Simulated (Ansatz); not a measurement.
**Al3InAs4: the cell at several levels of theory**

Cell and atoms of Al3InAs4 as one 8-atom ordering (P-43m) on the zincblende lattice are relaxed in turn with PBE and r2SCAN. This is a trial cell built on a prototype, not taken from a measured structure, and it needn't be the compound's ground state.

Program: Ansatz 0.2.0. PAW datasets, plane waves, zero pressure. All values are calculated for a non-magnetic cell, which may be hypothetical.

### 1 The structure to begin with

This is the cell as the run starts from it, not yet at rest; its lengths are not the crystal's.

It is cubic, P-43m (No. 215); a = 5.554 Å in the conventional setting, 21.42 Å³ an atom. Near Al stand 4 As at 2.41 Å; near As stand 3 Al at 2.41 Å and 1 In at 2.41 Å; near In stand 4 As at 2.41 Å.

The structure in full:

```
CELL_PARAMETERS angstrom
5.55417 0.00000 0.00000
0.00000 5.55417 0.00000
0.00000 0.00000 5.55417
ATOMIC_POSITIONS crystal
Al 0.50000 0.00000 0.00000
As 0.75000 0.25000 0.25000
Al 0.00000 0.50000 0.00000
As 0.25000 0.75000 0.25000
Al 0.00000 0.00000 0.50000
As 0.25000 0.25000 0.75000
In 0.50000 0.50000 0.50000
As 0.75000 0.75000 0.75000
```

### 2 Relaxation with PBE

The input, input.yaml:

```yaml
crystal:
  lattice:
    - [5.5541673246, 0.0, 0.0]
    - [0.0, 5.5541673246, 0.0]
    - [0.0, 0.0, 5.5541673246]
  atoms:
    - { symbol: Al, position: [0.5, 0.0, 0.0] }
    - { symbol: As, position: [0.75, 0.25, 0.25] }
    - { symbol: Al, position: [0.0, 0.5, 0.0] }
    - { symbol: As, position: [0.25, 0.75, 0.25] }
    - { symbol: Al, position: [0.0, 0.0, 0.5] }
    - { symbol: As, position: [0.25, 0.25, 0.75] }
    - { symbol: In, position: [0.5, 0.5, 0.5] }
    - { symbol: As, position: [0.75, 0.75, 0.75] }
kpoints:
  mp_grid: { grid: [4, 4, 4] }
hamiltonian:
  xc: pbe
scf:
  occupations: { method: fermi_dirac, width: 0.02 }
relax:
  f_tol: 0.005
  cell: {}
```

Started as:

```console
$ ansatz run input.yaml --threads 4 --pin off --max-ram 6451MiB --backend cpu --events-out ev --progress --plain --runs-dir out
```

Output, cut to the lines that bear on the results:

```text
Warning: RAYON_NUM_THREADS=4 ignored (pool sized by the plan → 4); use --threads N
[...]
Pseudopotentials: kind: paw
Pseudopotential: Al, paw, valence charge 3, recommended cutoff 420 eV (normal), Al.paw.azcp
Pseudopotential: As, paw, valence charge 15, recommended cutoff 420 eV (normal), As.paw.azcp
Pseudopotential: In, paw, valence charge 13, recommended cutoff 420 eV (normal), In.paw.azcp
Functional definition: PBE
[...]
Crystal: 8 atoms, lattice volume = 171.339 Å³
Basis set: ecut = 420 eV, 3407 PW (Γ), exchange–correlation on 80×80×80 points (8 copies of the dense FFT grid, shifted against one another)
Bands: 50, of which v1, the nominal top of the filled ones, is band 41 counted from 1 (40 counted from 0)
Symmetry: 24 space group operations
Space group: P-43m (ITA 215), of the structure as read, at distance tolerance 5.6e-5 Å
k-points: 10 of 64 (time reversal used)
[...]
SCF iter   1: F=—  HF=-26636.823178 eV  |F-HF|=—  |Δ(HF+E_count)|=         —  Δρ=1.36e-3  dr2=5.75e-3  ethr=1.77e-3  ⟨swp⟩=8.2  Hψ=2108  notcnv=0
[...]
relax step   1: F+E_penalty+E_count = -26636.82033028 eV  Δ(F+E_penalty+E_count) = +0.000e0 eV  max|allowed force component| = 1.162e0 eV/Å  Δτ_max = 0.0000 Å  P = +13.875 GPa  Ω = 171.339 Å³  (7 SCF iters, dr2 threshold 1.00e-7 eV, accepted)
[...]
  atom   3  Al     0.00000000    -0.00000000     0.00000000
  atom   4  As    -0.00095714     0.00095714    -0.00095714
  atom   5  Al    -0.00000000    -0.00000000    -0.00000000
  atom   6  As    -0.00095714    -0.00095714     0.00095714
  atom   7  In    -0.00000000    -0.00000000    -0.00000000
  atom   8  As     0.00095714     0.00095714     0.00095714
[...]
--- Stress (GPa, compression-positive) ---
        0.019848      -0.000000      -0.000000
       -0.000000       0.019848       0.000000
       -0.000000       0.000000       0.019848
  P = ⅓ Tr σ = 0.0198 GPa (0.198 kbar)
--- Relaxed structure (4 steps of the walk, 4 accepted, 1 SCFs on fresh bases) ---
  F+E_penalty+E_count = -26638.20723773 eV   max|allowed force component| = 9.571e-4 eV/Å   (the final SCF, on the basis selected at the relaxed cell)
  cell:  # Å, volume = 198.6558 Å³
    - [5.834904840765109, 1.61296632842431e-33, 1.1748172660762137e-32]
    - [-9.549402640920046e-34, 5.834904840765109, 5.135813185032629e-34]
    - [1.1748172660762137e-32, 2.5679065925163146e-33, 5.834904840765109]
  atoms:
    - { symbol: Al, position: [0.5, 1.7373260060752528e-18, 1.1712310153316312e-18] }
    - { symbol: As, position: [0.7607168518126562, 0.23928314818734375, 0.23928314818734375] }
    - { symbol: Al, position: [2.1472568614413182e-19, 0.5, 1.171231015331631e-18] }
    - { symbol: As, position: [0.23928314818734375, 0.7607168518126562, 0.23928314818734375] }
    - { symbol: Al, position: [2.1472568614413187e-19, 1.7373260060752528e-18, 0.5] }
    - { symbol: As, position: [0.23928314818734375, 0.23928314818734375, 0.7607168518126562] }
    - { symbol: In, position: [0.5, 0.5, 0.5] }
    - { symbol: As, position: [0.7607168518126562, 0.7607168518126562, 0.7607168518126562] }
```

Wall time 8.8 s (4 threads of Intel Xeon Platinum 8259CL at 2.50GHz (Skylake/Cascade Lake), shared host); peak memory 0.6 GiB.

The steps:

| step | energy change (meV/atom) | largest force (eV/Å) | pressure (GPa) | volume (Å³/atom) |
| --- | --- | --- | --- | --- |
| 1 | 0.0 | 1.1623 | 13.88 | 21.417 |
| 2 | -167.7 | 0.2467 | 0.29 | 24.688 |
| 3 | -172.0 | 0.0493 | -0.10 | 24.852 |
| 4 | -172.1 | 0.0007 | -0.03 | 24.832 |
| 5 | -173.4 | 0.0010 | 0.02 | 24.832 |

Step 5 solves the same cell on a plane-wave basis chosen anew, so the energy can jump there without a move.

The table lists every geometry solved, with passes on a fresh basis, whose energies don't compare exactly with the rows above.

|  | before | after | change |
| --- | --- | --- | --- |
| a (Å) | 5.554 | 5.835 | +5.05 % |
| volume (Å³/atom) | 21.417 | 24.832 | +15.94 % |
| shortest distance (Å) | 2.405 | 2.493 | +3.64 % |
| space group | P-43m | P-43m | same |

### 3 r2SCAN: cell and atoms

Start: the result of step 2.

The input, input.yaml:

```yaml
crystal:
  lattice:
    - [5.8349048408, 0.0, 0.0]
    - [0.0, 5.8349048408, 0.0]
    - [0.0, 0.0, 5.8349048408]
  atoms:
    - { symbol: Al, position: [0.5, 0.0, 0.0] }
    - { symbol: As, position: [0.7607168518, 0.2392831482, 0.2392831482] }
    - { symbol: Al, position: [0.0, 0.5, 0.0] }
    - { symbol: As, position: [0.2392831482, 0.7607168518, 0.2392831482] }
    - { symbol: Al, position: [0.0, 0.0, 0.5] }
    - { symbol: As, position: [0.2392831482, 0.2392831482, 0.7607168518] }
    - { symbol: In, position: [0.5, 0.5, 0.5] }
    - { symbol: As, position: [0.7607168518, 0.7607168518, 0.7607168518] }
kpoints:
  mp_grid: { grid: [4, 4, 4] }
hamiltonian:
  xc: r2scan
scf:
  occupations: { method: fermi_dirac, width: 0.02 }
relax:
  f_tol: 0.005
  cell: {}
```

Started as:

```console
$ ansatz run input.yaml --threads 4 --pin off --max-ram 6451MiB --backend cpu --events-out ev --progress --plain --runs-dir out
```

Output:

```text
Warning: RAYON_NUM_THREADS=4 ignored (pool sized by the plan → 4); use --threads N
Engine: ansatz 0.2.0, x86_64-unknown-linux-gnu
Pseudopotentials: kind: paw
Pseudopotential: Al, paw, valence charge 3, recommended cutoff 500 eV (meta_gga), Al.paw.azcp
Pseudopotential: As, paw, valence charge 15, recommended cutoff 500 eV (meta_gga), As.paw.azcp
Pseudopotential: In, paw, valence charge 13, recommended cutoff 500 eV (meta_gga), In.paw.azcp
Functional definition: r2SCAN
  parameter k0 = 0.174
  parameter k1 = 0.065
  parameter a1 = 4.9479
  exchange = r2scan_x(k0 = k0, k1 = k1, a1 = a1)
  correlation = r2scan_c
Crystal: 8 atoms, lattice volume = 198.656 Å³
Basis set: ecut = 500 eV, 5041 PW (Γ), exchange–correlation on 180×180×180 points (64 copies of the dense FFT grid, shifted against one another)
Bands: 50, of which v1, the nominal top of the filled ones, is band 41 counted from 1 (40 counted from 0)
Symmetry: 24 space group operations
Space group: P-43m (ITA 215), of the structure as read, at distance tolerance 5.8e-5 Å
k-points: 10 of 64 (time reversal used)
Non-local potential: Al, projectors of the file, l = 0: 2, l = 1: 2, l = 2: 1
Non-local potential: As, projectors of the file, l = 0: 2, l = 1: 2, l = 2: 3, l = 3: 1
Non-local potential: In, projectors of the file, l = 0: 2, l = 1: 2, l = 2: 2, l = 3: 2
PAW form: soft (Blöchl's): semilocal exchange-correlation on the pseudo side does not see the compensation charge
PAW frozen core: Al, regenerated for the run's functional (the file was generated under x = pbe(κ = 0.804, μ = 0.2195149727645171), c = pbe(β = 0.06672455060314922))
PAW frozen core: As, regenerated for the run's functional (the file was generated under x = pbe(κ = 0.804, μ = 0.2195149727645171), c = pbe(β = 0.06672455060314922))
PAW frozen core: In, regenerated for the run's functional (the file was generated under x = pbe(κ = 0.804, μ = 0.2195149727645171), c = pbe(β = 0.06672455060314922))
PAW one-centre angular grid: Al, 302 points (default); XC on 160 Gauss nodes
PAW one-centre angular grid: As, 590 points (default); XC on 160 Gauss nodes
PAW one-centre angular grid: In, 590 points (default); XC on 289 of its mesh's 2783 points in the sphere
Initial density: superposition of atomic densities (neutral atoms: chi_scale 0, normalization atom), corrected by the library's trained network
Initial wavefunctions: pseudopotential atomic-orbital guess
Functional: x = r2scan, c = r2scan; τ floored in thin density (d = 2e-4 eV/Å³)
SCF iter   1: F=—  HF=-26695.723133 eV  |F-HF|=—  |Δ(HF+E_count)|=         —  Δρ=4.11e-3  dr2=4.23e-2  dr2_τ=3.08e-2  ethr=1.77e-3  ⟨swp⟩=8.3  Hψ=2098  notcnv=0  defer=1
preconditioner: auto → Resta (q_TF=auto, 2.354 Å⁻¹)  ε∞=3.3  [insulator: Δε(μ)=1.650 eV  Ē_g=11.207 eV  σ=0.020 eV  W_gap=1.00  n_scr=32 (ndim 8)  ℏωp=17.1 eV  f_vac=0.027  D(μ)=0.00/eV (n_scr^D=0)  ε∞_Penn≈3.3]
SCF iter   2: F=—  HF=-26695.783416 eV  |F-HF|=—  |Δ(HF+E_count)|=   6.03e-2  Δρ=2.15e-3  dr2=1.25e-2  dr2_τ=1.26e-4  ethr=5.16e-5  ⟨swp⟩=3.1  Hψ=1101  notcnv=0  defer=34
SCF iter   3: F=—  HF=-26695.781366 eV  |F-HF|=—  |Δ(HF+E_count)|=   2.05e-3  Δρ=9.15e-4  dr2=2.37e-3  dr2_τ=2.58e-5  ethr=1.53e-5  ⟨swp⟩=2.6  Hψ=813  notcnv=0  defer=34
SCF iter   4: F=—  HF=-26695.781126 eV  |F-HF|=—  |Δ(HF+E_count)|=   2.39e-4  Δρ=2.28e-4  dr2=1.04e-4  dr2_τ=2.22e-6  ethr=2.89e-6  ⟨swp⟩=2.0  Hψ=676  notcnv=0  defer=34
SCF iter   5: F=—  HF=-26695.781149 eV  |F-HF|=—  |Δ(HF+E_count)|=   2.27e-5  Δρ=6.30e-5  dr2=1.19e-5  dr2_τ=1.93e-7  ethr=1.27e-7  ⟨swp⟩=2.0  Hψ=598  notcnv=0  defer=34
SCF iter   6: F=—  HF=-26695.781131 eV  |F-HF|=—  |Δ(HF+E_count)|=   1.78e-5  Δρ=1.39e-5  dr2=4.72e-7  dr2_τ=6.16e-9  ethr=1.45e-8  ⟨swp⟩=2.0  Hψ=676  notcnv=0  defer=34
SCF iter   7: F=-26695.781131 eV  HF=-26695.781131 eV  |F-HF|=5.28e-9  |Δ(HF+E_count)|=   2.75e-7  Δρ=2.97e-6  dr2=2.18e-8  dr2_τ=2.41e-10  ethr=1.22e-10  ⟨swp⟩=4.3  Hψ=1723  notcnv=0
SCF 1 converged in 7 iterations: F = -26695.781131 eV  dr2 = 2.18e-8
relax step   1: F+E_penalty+E_count = -26695.78113146 eV  Δ(F+E_penalty+E_count) = +0.000e0 eV  max|allowed force component| = 2.597e-2 eV/Å  Δτ_max = 0.0000 Å  P = -1.913 GPa  Ω = 198.656 Å³  (7 SCF iters, dr2 threshold 1.00e-7 eV, accepted)
Crystal: 8 atoms, lattice volume = 191.800 Å³
Basis set: ecut = 500 eV, 4945 PW (Γ), exchange–correlation on 180×180×180 points (64 copies of the dense FFT grid, shifted against one another)
Initial density: handed on by an earlier stage of this run
Initial wavefunctions: those handed on with the density
iter 1 solved again at ethr=6.57e-6 eV; its pass at ethr=3.10e-3 eV (dr2=5.39e-3 eV) is discarded
SCF iter   1: F=—  HF=-26695.775998 eV  |F-HF|=—  |Δ(HF+E_count)|=         —  Δρ=1.48e-3  dr2=5.20e-3  dr2_τ=1.20e-2  ethr=6.57e-6  ⟨swp⟩=2.4  Hψ=2409  notcnv=0
preconditioner: auto → Resta (q_TF=auto, 2.368 Å⁻¹)  ε∞=3.4  [insulator: Δε(μ)=1.895 eV  Ē_g=11.329 eV  σ=0.020 eV  W_gap=1.00  n_scr=32 (ndim 8)  ℏωp=17.4 eV  f_vac=0.014  D(μ)=0.00/eV (n_scr^D=0)  ε∞_Penn≈3.4]
SCF iter   2: F=—  HF=-26695.808313 eV  |F-HF|=—  |Δ(HF+E_count)|=   3.23e-2  Δρ=1.05e-3  dr2=3.06e-3  dr2_τ=1.39e-5  ethr=6.34e-6  ⟨swp⟩=3.0  Hψ=882  notcnv=0
SCF iter   3: F=—  HF=-26695.808221 eV  |F-HF|=—  |Δ(HF+E_count)|=   9.22e-5  Δρ=2.72e-4  dr2=2.35e-4  dr2_τ=1.09e-5  ethr=3.74e-6  ⟨swp⟩=2.0  Hψ=743  notcnv=0
SCF iter   4: F=—  HF=-26695.808202 eV  |F-HF|=—  |Δ(HF+E_count)|=   1.91e-5  Δρ=1.74e-4  dr2=7.35e-5  dr2_τ=5.44e-7  ethr=2.87e-7  ⟨swp⟩=2.0  Hψ=710  notcnv=0
SCF iter   5: F=—  HF=-26695.808201 eV  |F-HF|=—  |Δ(HF+E_count)|=   1.38e-6  Δρ=3.85e-5  dr2=4.44e-6  dr2_τ=5.80e-8  ethr=8.96e-8  ⟨swp⟩=2.0  Hψ=641  notcnv=0
SCF iter   6: F=—  HF=-26695.808199 eV  |F-HF|=—  |Δ(HF+E_count)|=   1.28e-6  Δρ=2.04e-5  dr2=1.19e-6  dr2_τ=9.10e-9  ethr=9.76e-10  ⟨swp⟩=4.8  Hψ=1746  notcnv=0
SCF iter   7: F=-26695.808199 eV  HF=-26695.808199 eV  |F-HF|=3.10e-8  |Δ(HF+E_count)|=   5.10e-9  Δρ=6.07e-6  dr2=5.85e-8  dr2_τ=6.88e-10  ethr=9.76e-10  ⟨swp⟩=4.2  Hψ=1521  notcnv=0
SCF 2 converged in 7 iterations: F = -26695.808199 eV  dr2 = 5.85e-8
relax step   2: F+E_penalty+E_count = -26695.80819939 eV  Δ(F+E_penalty+E_count) = -2.707e-2 eV  max|allowed force component| = 1.124e-1 eV/Å  Δτ_max = 0.0169 Å  P = +0.529 GPa  Ω = 191.800 Å³  energy of the carried Pulay correction = +4.735e-4 eV  (7 SCF iters, dr2 threshold 8.00e-7 eV, accepted)
Crystal: 8 atoms, lattice volume = 193.040 Å³
iter 1 solved again at ethr=1.03e-6 eV; its pass at ethr=3.10e-3 eV (dr2=8.42e-4 eV) is discarded
SCF iter   1: F=—  HF=-26695.812441 eV  |F-HF|=—  |Δ(HF+E_count)|=         —  Δρ=8.24e-4  dr2=8.61e-4  dr2_τ=2.62e-3  ethr=1.03e-6  ⟨swp⟩=2.3  Hψ=2342  notcnv=0
preconditioner: auto → Resta (q_TF=auto, 2.365 Å⁻¹)  ε∞=3.4  [insulator: Δε(μ)=1.886 eV  Ē_g=11.279 eV  σ=0.020 eV  W_gap=1.00  n_scr=32 (ndim 8)  ℏωp=17.3 eV  f_vac=0.021  D(μ)=0.00/eV (n_scr^D=0)  ε∞_Penn≈3.4]
SCF iter   2: F=—  HF=-26695.815703 eV  |F-HF|=—  |Δ(HF+E_count)|=   3.26e-3  Δρ=4.89e-4  dr2=3.16e-4  dr2_τ=3.30e-6  ethr=1.03e-6  ⟨swp⟩=2.0  Hψ=798  notcnv=0
SCF iter   3: F=—  HF=-26695.815732 eV  |F-HF|=—  |Δ(HF+E_count)|=   2.95e-5  Δρ=8.36e-5  dr2=1.58e-5  dr2_τ=7.44e-7  ethr=3.85e-7  ⟨swp⟩=2.0  Hψ=654  notcnv=0
SCF iter   4: F=—  HF=-26695.815736 eV  |F-HF|=—  |Δ(HF+E_count)|=   3.23e-6  Δρ=4.06e-5  dr2=3.05e-6  dr2_τ=3.30e-8  ethr=1.92e-8  ⟨swp⟩=2.5  Hψ=859  notcnv=0
SCF iter   5: F=-26695.815736 eV  HF=-26695.815737 eV  |F-HF|=3.09e-7  |Δ(HF+E_count)|=   9.11e-7  Δρ=9.45e-6  dr2=1.83e-7  dr2_τ=5.02e-9  ethr=9.63e-10  ⟨swp⟩=4.5  Hψ=1533  notcnv=0
SCF 3 converged in 5 iterations: F = -26695.815736 eV  dr2 = 1.83e-7
relax step   3: F+E_penalty+E_count = -26695.81573622 eV  Δ(F+E_penalty+E_count) = -7.537e-3 eV  max|allowed force component| = 1.542e-2 eV/Å  Δτ_max = 0.0170 Å  P = +0.009 GPa  Ω = 193.040 Å³  energy of the carried Pulay correction = +3.867e-4 eV  (5 SCF iters, dr2 threshold 7.89e-7 eV, accepted)
Crystal: 8 atoms, lattice volume = 193.098 Å³
iter 1 solved again at ethr=1.31e-8 eV; its pass at ethr=3.10e-3 eV (dr2=1.08e-5 eV) is discarded
SCF iter   1: F=—  HF=-26695.815818 eV  |F-HF|=—  |Δ(HF+E_count)|=         —  Δρ=1.01e-4  dr2=1.11e-5  dr2_τ=3.60e-5  ethr=1.31e-8  ⟨swp⟩=3.3  Hψ=2107  notcnv=0
preconditioner: auto → Resta (q_TF=auto, 2.365 Å⁻¹)  ε∞=3.4  [insulator: Δε(μ)=1.883 eV  Ē_g=11.282 eV  σ=0.020 eV  W_gap=1.00  n_scr=32 (ndim 8)  ℏωp=17.3 eV  f_vac=0.021  D(μ)=0.00/eV (n_scr^D=0)  ε∞_Penn≈3.4]
SCF iter   2: F=—  HF=-26695.815848 eV  |F-HF|=—  |Δ(HF+E_count)|=   3.00e-5  Δρ=6.11e-5  dr2=4.19e-6  dr2_τ=5.27e-8  ethr=1.31e-8  ⟨swp⟩=2.0  Hψ=660  notcnv=0
SCF iter   3: F=—  HF=-26695.815849 eV  |F-HF|=—  |Δ(HF+E_count)|=   9.90e-7  Δρ=7.00e-6  dr2=1.44e-7  dr2_τ=2.52e-9  ethr=5.11e-9  ⟨swp⟩=2.0  Hψ=651  notcnv=0
SCF iter   4: F=—  HF=-26695.815849 eV  |F-HF|=—  |Δ(HF+E_count)|=   6.15e-8  Δρ=3.35e-6  dr2=2.34e-8  dr2_τ=4.60e-10  ethr=1.76e-10  ⟨swp⟩=2.0  Hψ=910  notcnv=0
SCF iter   5: F=-26695.815849 eV  HF=-26695.815849 eV  |F-HF|=1.42e-9  |Δ(HF+E_count)|=   9.51e-9  Δρ=1.22e-6  dr2=3.61e-9  dr2_τ=6.59e-11  ethr=1.81e-11  ⟨swp⟩=4.5  Hψ=1524  notcnv=0
SCF 4 converged in 5 iterations: F = -26695.815849 eV  dr2 = 3.61e-9
relax step   4: F+E_penalty+E_count = -26695.81584861 eV  Δ(F+E_penalty+E_count) = -1.124e-4 eV  max|allowed force component| = 3.699e-5 eV/Å  Δτ_max = 0.0022 Å  P = -0.007 GPa  Ω = 193.098 Å³  energy of the carried Pulay correction = +3.826e-4 eV  (5 SCF iters, dr2 threshold 1.49e-8 eV, accepted)
Initial wavefunctions: pseudopotential atomic-orbital guess (no wavefunctions were taken with the density)
iter 1 solved again at ethr=1.03e-7 eV; its pass at ethr=3.10e-3 eV (dr2=8.47e-5 eV) is discarded
SCF iter   1: F=—  HF=-26695.815484 eV  |F-HF|=—  |Δ(HF+E_count)|=         —  Δρ=1.36e-5  dr2=4.74e-8  dr2_τ=1.97e-7  ethr=1.03e-7  ⟨swp⟩=3.0  Hψ=3296  notcnv=0
preconditioner: auto → Resta (q_TF=auto, 2.365 Å⁻¹)  ε∞=3.4  [insulator: Δε(μ)=1.883 eV  Ē_g=11.282 eV  σ=0.020 eV  W_gap=1.00  n_scr=32 (ndim 8)  ℏωp=17.3 eV  f_vac=0.020  D(μ)=0.00/eV (n_scr^D=0)  ε∞_Penn≈3.4]
SCF iter   2: F=—  HF=-26695.815463 eV  |F-HF|=—  |Δ(HF+E_count)|=   2.05e-5  Δρ=7.20e-6  dr2=1.55e-8  dr2_τ=5.52e-9  ethr=5.78e-11  ⟨swp⟩=2.7  Hψ=943  notcnv=0
SCF iter   3: F=—  HF=-26695.815463 eV  |F-HF|=—  |Δ(HF+E_count)|=   8.33e-8  Δρ=1.76e-6  dr2=1.35e-9  dr2_τ=3.13e-10  ethr=1.89e-11  ⟨swp⟩=2.0  Hψ=710  notcnv=0
SCF iter   4: F=-26695.815463 eV  HF=-26695.815463 eV  |F-HF|=1.46e-11  |Δ(HF+E_count)|=   4.87e-9  Δρ=1.85e-7  dr2=6.05e-11  dr2_τ=1.85e-12  ethr=1.00e-12  ⟨swp⟩=3.1  Hψ=2030  notcnv=0
SCF 5 converged in 4 iterations: F = -26695.815463 eV  dr2 = 6.05e-11
relax step   5: F+E_penalty+E_count = -26695.81546345 eV  Δ(F+E_penalty+E_count) = +3.852e-4 eV  max|allowed force component| = 2.203e-5 eV/Å  Δτ_max = 0.0000 Å  P = -0.008 GPa  Ω = 193.098 Å³  stress off target by 7.71e-3 GPa  SCF on the basis re-selected at this cell (its energy is not comparable with the rows above)  (4 SCF iters)
basis re-selected at this cell: Δ(F+E_penalty+E_count) = +3.852e-4 eV, ΔP = -0.001 GPa vs the last step (what re-selecting the basis moved, of the pressure what is left beyond the Pulay correction that the steps carried, after the strain that the cell walked since its last selection, with what the two solves' SCF thresholds leave and, on support functions, any second-order correction that the steps lacked; it is no measure of the basis error at this ecutwfc). This SCF's stress stands 7.71e-3 GPa from its target on what of the cell is left free (relax.cell.stress_tol is 5.00e-2 GPa) and its largest allowed force component is 2.20e-5 eV/Å (relax.f_tol is 5.00e-3 eV/Å): within both
SCF converged after 4 iterations
Free energy (F): -26695.815463 eV
Harris-Foulkes:  -26695.815463 eV  (|F-HF|=1.46e-11)
Internal energy: -26695.815463 eV  (E = F + TS)
E sigma→0 (E₀):  -26695.815463 eV
Fermi energy:    7.395571 eV
--- Per-component energies (eV) ---
  E_band       = -1173.069753
  E_kinetic    = 726.649494
  E_local      = -9812.850932  (includes V_loc(G=0)·N_el)
  E_nonlocal   = -2282.866634
  E_hartree    = 5075.925159
  E_xc         = -608.428722
  E_vxc        = -537.597388  (∫ρ·V_xc dr)
  E_paw        = -12996.830853  (= ΣΔE_a)
  E_vpaw       = 553.340659  (= ΣTr[D̂ρ^β])
  E_aug_tail   = -0.000018  (compensation charges beyond the density's cutoff)
  E_vtau       = 28.404443  (kinetic-family band-sum trace: ∫τ·v_τ [+ j·A + Jᵃ·Aᵃ] dr)
  E_ewald      = -6792.368547
  E_core_change = -5.044409  (= ΣΔE_core)
  E_smearing   = -0.000000  (= −TS)
  E_closure    = 0.000000  (closes the sum)
  Σ components = -26695.815463   (vs F -26695.815463, Δ=0.00e0)
--- Forces (eV/Å), atoms counted from 1 ---
  atom   1  Al    -0.00000000     0.00000000    -0.00000000
  atom   2  As     0.00002203    -0.00002203    -0.00002203
  atom   3  Al    -0.00000000     0.00000000     0.00000000
  atom   4  As    -0.00002203     0.00002203    -0.00002203
  atom   5  Al     0.00000000     0.00000000    -0.00000000
  atom   6  As    -0.00002203    -0.00002203     0.00002203
  atom   7  In    -0.00000000     0.00000000    -0.00000000
  atom   8  As     0.00002203     0.00002203     0.00002203
  max |Σ_I F_I| component: 2.39e-17 eV/Å
--- Stress (GPa, compression-positive) ---
       -0.007711       0.000000       0.000000
        0.000000      -0.007711      -0.000000
        0.000000      -0.000000      -0.007711
  P = ⅓ Tr σ = -0.0077 GPa (-0.077 kbar)
--- Relaxed structure (4 steps of the walk, 4 accepted, 1 SCFs on fresh bases) ---
  F+E_penalty+E_count = -26695.81546345 eV   max|allowed force component| = 2.203e-5 eV/Å   (the final SCF, on the basis selected at the relaxed cell)
  cell:  # Å, volume = 193.0984 Å³
    - [5.779978159345619, -8.987673073807101e-34, -1.0271626370065257e-33]
    - [-7.703719777548943e-34, 5.779978159345619, 2.0142017335049843e-33]
    - [-2.5679065925163142e-33, 2.2388935603501613e-33, 5.779978159345619]
  atoms:
    - { symbol: Al, position: [0.5, -7.897059778667508e-20, -7.43252685051054e-20] }
    - { symbol: As, position: [0.7605145746771405, 0.23948542532285966, 0.23948542532285966] }
    - { symbol: Al, position: [-1.0684257347608985e-19, 0.5, -7.432526850510615e-20] }
    - { symbol: As, position: [0.23948542532285966, 0.7605145746771405, 0.23948542532285966] }
    - { symbol: Al, position: [-1.0684257347608963e-19, -7.897059778667483e-20, 0.5] }
    - { symbol: As, position: [0.23948542532285966, 0.23948542532285966, 0.7605145746771405] }
    - { symbol: In, position: [0.5, 0.5, 0.5] }
    - { symbol: As, position: [0.7605145746771405, 0.7605145746771405, 0.7605145746771405] }
```

Run time: 20 s. Hardware: 4 threads of Intel Xeon Platinum 8259CL at 2.50GHz (Skylake/Cascade Lake), shared host; peak memory 0.94 GiB.

The steps:

| step | energy change (meV/atom) | largest force (eV/Å) | pressure (GPa) | volume (Å³/atom) |
| --- | --- | --- | --- | --- |
| 1 | 0.0 | 0.0260 | -1.91 | 24.832 |
| 2 | -3.4 | 0.1124 | 0.53 | 23.975 |
| 3 | -4.3 | 0.0154 | 0.01 | 24.130 |
| 4 | -4.3 | 0.0000 | -0.01 | 24.137 |
| 5 | -4.3 | 0.0000 | -0.01 | 24.137 |

The table lists every geometry solved, with passes on a fresh basis, whose energies don't compare exactly with the rows above.

```
                       before   after   change
                a (Å)   5.835   5.780  -0.94 %
     volume (Å³/atom)  24.832  24.137  -2.80 %
shortest distance (Å)   2.493   2.470  -0.92 %
          space group   P-43m   P-43m     same
```

### 4 The cells side by side

```
 level  a (Å)  volume (Å³/atom)  space group  SCF geometries
   PBE  5.835            24.832        P-43m               5
r2SCAN  5.780            24.137        P-43m               5
```

**Reading.** The first relaxation changed the volume by +15.9 % from the start. The volume runs from r2SCAN (least) to PBE (most), a spread of 2.9 %, or 1.0 % in length if all axes shared it alike.
